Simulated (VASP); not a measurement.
A run of VASP 6.6.1:

File INCAR:

```
ALGO = Normal
EDIFF = 1E-7
EDIFFG = -0.005
ENCUT = 600
GGA = CA
IBRION = 2
ISIF = 3
ISMEAR = 1
KPAR = 2
LASPH = True
LCHARG = False
LREAL = False
LWAVE = False
NELM = 80
NSW = 90
PREC = Accurate
SIGMA = 0.1
```

File KPOINTS:

```
k-points
0
Gamma
  15 15 9
```

File POSCAR:

```
Ru                                      
1.0
    2.6752210180     -0.0000000000     -0.0000000000
   -1.3376105090      2.3168093624      0.0000000000
   -0.0000000000      0.0000000000      4.2341956417
  Ru            
     2
Direct
     0.3333333332999970    0.6666666667000030    0.2500000000000000
     0.6666666667000030    0.3333333332999970    0.7500000000000000
```

Potentials or basis: VASP PAW LDA potentials, release 64 (Ru_pv).

Run with:

```bash
$ cat potpaw_LDA.64/Ru_pv/POTCAR > POTCAR
$ mpirun -np 2 vasp_std > vasp.out
```

Hardware: 2 MPI ranks on Intel(R) Xeon(R) Platinum 8488C (Sapphire Rapids), with other jobs on the host.

Task: How long does it take, and how much memory?

Result: Run time: 54 s on 2 MPI ranks on Intel(R) Xeon(R) Platinum 8488C (Sapphire Rapids) (shared host), peak memory 0.18 GiB a rank. Counts: scf iterations 28, k points 135, ion steps 4.
